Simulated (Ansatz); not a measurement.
Reactions of C$_{2}$H$_{4}$FNOSi, SMILES `CO[SiH](F)C#N`.

Calculated with Ansatz (gas phase, PBE0-D4/def2-TZVP geometries, no zero-point term in ΔE). CBS: MP2 limit from def2 TZ/QZ plus the TZ coupled-cluster correction, frozen cores. This one scheme is used for every species. Each species was taken in one conformer, which may not be the lowest.

**Question.** Order these by ΔE at CCSD(T)/CBS, lowest first. (Best estimate.)
A. `CO[SiH](F)C#N` + `CO[SiH](F)OC` → `CO[Si](F)(C#N)OC` + `CO[SiH2]F`
B. `CO[SiH](F)C#N` + `c1ccncc1` → `N#Cc1cccnc1` + `CO[SiH2]F`
C. `CO[SiH](F)C#N` + `S[SiH2]Cl` → `CO[SiH](F)S[SiH2]Cl` + `C#N`
D. `CO[SiH](F)C#N` + H₂S → `CO[SiH](F)S` + `C#N`

**Answer.** C (-29.8 kJ/mol), D (-19.3 kJ/mol), A (+1.1 kJ/mol), B (+52.1 kJ/mol).

Largest T1 diagnostic: 0.014, for `C#N`.
